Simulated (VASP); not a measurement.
## TePb: band structure with TB-mBJ

TePb:

```
Pb Te
1.0
     0.00000    3.23100    3.23100
     3.23100    0.00000    3.23100
     3.23100    3.23100    0.00000
Pb Te
1 1
Direct
  0.00000 0.00000 0.00000
  0.50000 0.50000 0.50000
```

```yaml
Program: VASP 6.6.1
Task: band structure
Functional: TB-mBJ
Potentials_or_basis: VASP PAW PBE potentials, release 64 (Pb_d, Te)
Cutoff: 520 eV
k_mesh: 6 × 6 × 6
Occupations: gaussian, width 0.02 eV
Spin: spin-orbit coupling, no magnetisation
Ladder: gaps
Further_INCAR_settings: ALGO = Normal; EDIFF = 1e-06
```

```json
{
  "Valence electrons inside the program's atomic spheres": "Pb 11.75; Te 3.46"
}
```

Run time: 6.6 min on 2 MPI ranks on Intel(R) Xeon(R) Platinum 8488C (Sapphire Rapids), with other jobs on the host, peak memory 0.43 GiB a rank.
